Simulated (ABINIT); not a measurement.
La2O3:

```
La O
1.0
     3.93078    0.00000    0.00000
    -1.96539    3.40415    0.00000
     0.00000    0.00000    6.11195
La O
2 3
Direct
  0.33333 0.66667 0.24624
  0.66667 0.33333 0.75376
  0.00000 0.00000 0.00000
  0.33333 0.66667 0.64589
  0.66667 0.33333 0.35411
```

The cell is a database's computed one.

Base run:

| Property | Result |
| --- | --- |
| Program | ABINIT 10.8.3 (patched build) |
| Functional | PBE |
| Potentials or basis | PseudoDojo NC SR PBE v0.4.1 standard |
| Cutoff | 1687 eV |
| k mesh | 6 × 6 × 4 |
| Occupations | fermi-dirac, width 0.05 eV |
| Spin | no spin polarisation |

Its results: band gap on the k mesh 3.85 eV, indirect (least direct gap 3.98 eV); pressure 1.5 GPa; largest force 0.011 eV/Å.

**Question.** The run is repeated on the same cell with these changes: functional from PBE to LDA; potentials or basis from PseudoDojo NC SR PBE v0.4.1 standard to JTH PAW LDA v2.0; cutoff from 1687 eV to 517 eV. What comes out?

**Answer.** Band gap on the k mesh 3.73 eV, indirect (least direct gap 3.82 eV); pressure -5.8 GPa; largest force 0.096 eV/Å.

Caveats: spin-orbit coupling is left out, which moves the levels of the heavy elements.

A k mesh can miss the band edges.

Not every run made on this cell is shown here.
